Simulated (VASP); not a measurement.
Input of a VASP 6.6.1 run:

The input INCAR:

```
SYSTEM = GaP
ALGO     = Normal         ! electronic algorithm
EDIFF    = 1E-7           ! SCF threshold, eV
EDIFFG   = -0.01          ! ionic threshold
ENCUT    = 600            ! plane-wave cutoff, eV
GGA      = CA             ! functional
IBRION   = 2              ! ionic algorithm
ISIF     = 2              ! what is computed and relaxed
ISMEAR   = 0              ! smearing method
LASPH    = .True.         ! aspherical terms in the spheres
LCHARG   = .False.        ! write CHGCAR
LREAL    = .False.        ! projectors in reciprocal space
LWAVE    = .False.        ! write WAVECAR
NELM     = 80             ! most SCF steps
NSW      = 40             ! ionic steps
PREC     = Accurate       ! precision mode
SIGMA    = 0.03           ! smearing width, eV
```

File KPOINTS:

```
k-points
0
Gamma
  8 8 8
  0 0 0
```

Contents of POSCAR:

```
GaP                                     
1.0
    0.0000000000      2.7495752360      2.7495752360
    2.7495752360      0.0000000000      2.7495752360
    2.7495752360      2.7495752360      0.0000000000
  Ga              P             
     1     1
Direct
     0.0000000000000000    0.0000000000000000    0.0000000000000000
     0.2500000000000000    0.2500000000000000    0.2500000000000000
```

Potentials or basis: VASP PAW LDA potentials, release 64 (Ga_d, P).

The run is started by

```sh
$ cat potpaw_LDA.64/Ga_d/POTCAR potpaw_LDA.64/P/POTCAR > POTCAR
$ mpirun -np 1 vasp_std > vasp.out
```

Predict the band gap on the k mesh.

1.42 eV, direct.

Final structure:
```cif
data_structure
_symmetry_space_group_name_H-M 'P 1'
_symmetry_Int_Tables_number 1
_cell_length_a 3.8885
_cell_length_b 3.8885
_cell_length_c 3.8885
_cell_angle_alpha 60.000
_cell_angle_beta 60.000
_cell_angle_gamma 60.000
_cell_volume 41.57
loop_
_atom_site_label
_atom_site_type_symbol
_atom_site_fract_x
_atom_site_fract_y
_atom_site_fract_z
_atom_site_occupancy
Ga1 Ga 0.00000 0.00000 0.00000 1
P1 P 0.25000 0.25000 0.25000 1
```

Caveat: the relaxation stopped at its first step, so nothing moved. A k mesh can miss the band edges.
